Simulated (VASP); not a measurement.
Wanted: the native input for a VASP 6.6.1 run.

* Task: relaxation of cell and atoms
* Functional: LDA
* Potentials or basis: VASP PAW LDA potentials, release 64 (Sn_d, S)
* Cutoff: 600 eV
* k mesh: 4 × 8 × 6
* Occupations: gaussian, width 0.03 eV
* Spin: no spin polarisation
* Further INCAR settings: ALGO = Normal; EDIFF = 1e-07; IBRION = 2; EDIFFG = -0.005; NSW = 90; ISIF = 3

The structure of SnS lies in POSCAR:

```
SnS                                     
1.0
   10.9600978954      0.0000000000      0.0000000000
    0.0000000000      3.9485512464      0.0000000000
    0.0000000000      0.0000000000      4.1994780185
  Sn              S             
     4     4
Direct
     0.1171268378582451    0.2500000000000000    0.1129553441528476
     0.3828731621417549    0.7500000000000000    0.6129553441528477
     0.6171268378582452    0.2500000000000000    0.3870446558471524
     0.8828731621417548    0.7500000000000000    0.8870446558471523
     0.8539653480455417    0.2500000000000000    0.4721416653791105
     0.6460346519544583    0.7500000000000000    0.9721416653791105
     0.3539653480455416    0.2500000000000000    0.0278583346208895
     0.1460346519544582    0.7500000000000000    0.5278583346208895
```

The input as run:

INCAR

```
SYSTEM = SnS
PREC = Accurate
ENCUT = 600
EDIFF = 1E-7
ISMEAR = 0
SIGMA = 0.03
LREAL = .FALSE.
LASPH = .TRUE.
NELM = 80
ALGO = Normal
ISIF = 3
LWAVE = .FALSE.
LCHARG = .FALSE.
GGA = CA
IBRION = 2
NSW = 90
EDIFFG = -0.005
KPAR = 2
```

KPOINTS

```
Automatic mesh
0
G
  4 8 6
  0 0 0
```

Potentials or basis: VASP PAW LDA potentials, release 64 (Sn_d, S).

The run is started by

```bash
$ cat potpaw_LDA.64/Sn_d/POTCAR potpaw_LDA.64/S/POTCAR > POTCAR
$ mpirun -np 2 vasp_std > vasp.out
```

It gave:

```
Relaxed volume                         : 22.69 Å³/atom
Relaxed cell                           : a = 10.971 Å, b = 3.953 Å, c = 4.186 Å, α = 90.00°, β = 90.00°, γ = 90.00°
Space group after relaxing (to 0.05 Å) : Pnma (No. 62)
Energy gained by relaxing              : 0.1 meV/atom
Ionic steps                            : 21
Pressure after relaxing                : 0.0 GPa
Largest force after relaxing           : 0.004 eV/Å
Band gap on the k mesh                 : 0.62 eV, indirect (least direct gap 1.03 eV)
```

Caveat: spin-orbit coupling is left out, which moves the levels of the heavy elements.

It took 27 min on 2 MPI ranks on Intel(R) Xeon(R) Platinum 8559C (Emerald Rapids), on a shared host, peak memory 0.56 GiB a rank.
